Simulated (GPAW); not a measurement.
Input of a GPAW 26.7.0 run:

run.py

```python
from ase import Atoms
from ase.dft.bandgap import bandgap
from ase.io import write
from ase.units import GPa
from ase.parallel import parprint
from gpaw import GPAW, PW

atoms = Atoms(['Co', 'Co', 'Co', 'Co'],
              cell=[[2.4705617809, 0.0, 0.0],
                    [-1.2352808905, 2.1395692639, 0.0],
                    [0.0, 0.0, 8.0882338]],
              scaled_positions=[[0.666292, 0.326734, 0.742874],
                                [-0.01058, 0.002001, 0.496243],
                                [0.347506, 0.695356, 0.254161],
                                [0.016481, -0.001814, -0.006647]],
              pbc=True)
atoms.set_initial_magnetic_moments([2.0, 2.0, 2.0, 2.0])

calc = GPAW(mode=PW(600),
            xc='PBE',
            kpts={'size': (12, 12, 4), 'gamma': True},
            occupations={'name': 'fermi-dirac', 'width': 0.05},
            nbands=37,
            convergence={'density': 1e-05, 'energy': 1e-05},
            maxiter=150,
            txt='gpaw.txt')
atoms.calc = calc
energy = atoms.get_potential_energy()
forces = atoms.get_forces()
stress = atoms.get_stress()
calc.write('gs.gpw')
write('result.traj', atoms)
parprint(f'Energy: {energy:.6f} eV')
parprint('Forces (eV/A):')
parprint(forces.round(4))
parprint('Stress (GPa):', (stress / GPa).round(3))
parprint('Moments:', calc.get_magnetic_moments().round(3))
parprint('Fermi level:', round(calc.get_fermi_level(), 4), 'eV')
parprint(f'Gap: {bandgap(calc)[0]:.4f} eV, direct: {bandgap(calc, direct=True)[0]:.4f} eV')
```

Potentials or basis: GPAW PAW data sets (gpaw-data 1.2.1), pw.

Launch:

```console
$ OMP_NUM_THREADS=1 mpirun -n 4 gpaw python run.py
```

Q: What does it give for the band gap on the k mesh?

A: None (metal or under the smearing width).

Q: Estimate the largest force.

A: 0.776 eV/Å.

Forces in eV/Å, atoms in the order of the input:
```
Co   0.003  0.056  0.401
Co   0.108  0.054  0.098
Co  -0.003 -0.149 -0.762
Co  -0.109  0.039  0.263
```
